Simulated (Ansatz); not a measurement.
# A strain series on ZnO (rocksalt): epitaxial in the xy plane

ZnO built on the rocksalt prototype, relaxed with r2SCAN in Ansatz 0.2.0, then strained (epitaxial in the xy plane; changes of length per length, axes as in the cell below) with the atoms relaxed again within the symmetry that is left. Space group Fm-3m (No. 225), cubic; conventional cell a = 4.268 Å, 9.72 Å³ an atom. Zn is surrounded by 6 O at 2.13 Å; O is surrounded by 6 Zn at 2.13 Å. (Calculated; spin-unpolarised; the phase may be known or hypothetical.)

```yaml
crystal:
  lattice:
    - [0.00000, 2.13377, 2.13377]
    - [2.13377, 0.00000, 2.13377]
    - [2.13377, 2.13377, 0.00000]
  atoms:
    - { symbol: Zn, position: [0.00000, 0.00000, 0.00000] }
    - { symbol: O, position: [0.50000, 0.50000, 0.50000] }
```

Gaps are the least over each mesh (PBE 10×10×10, r2SCAN 10×10×10, HSE06 8×8×8 when unstrained) and the special points, which keep their unstrained names; stress is the change from the unstrained cell, compression positive.

```tsv
strain (%)	free normal strain (%)	gap, PBE (eV)	gap, r2SCAN (eV)	gap, HSE06 (eV)	edges, HSE06	in-plane stress, r2SCAN (GPa)	energy rise, r2SCAN (meV/atom)
-3.57	+4.91	0.852	1.456	2.662	L → Γ	+10.96	21.7
-1.37	+1.76	0.909	1.524	2.707	L → Γ	+3.47	2.8
-0.84	+1.05	0.925	1.541	2.719	L → Γ	+2.04	1.0
0.0	0.00	0.950	1.567	2.739	L → Γ	0.00	0.0
+3.2	-3.48	0.693	1.290	2.439	L → Γ	-5.61	11.8
+4.0	-4.24	0.650	1.241	2.385	L → Γ	-6.59	17.7
```

Between zero and the nearest strains the slope of the HSE06 gap against strain is +0.023 eV per percent for negative and -0.094 for positive strain; it falls either way, as happens when edge states split or other valleys take over.

The meshes of the hybrids are coarse, so their gaps aren't converged to the digits shown.
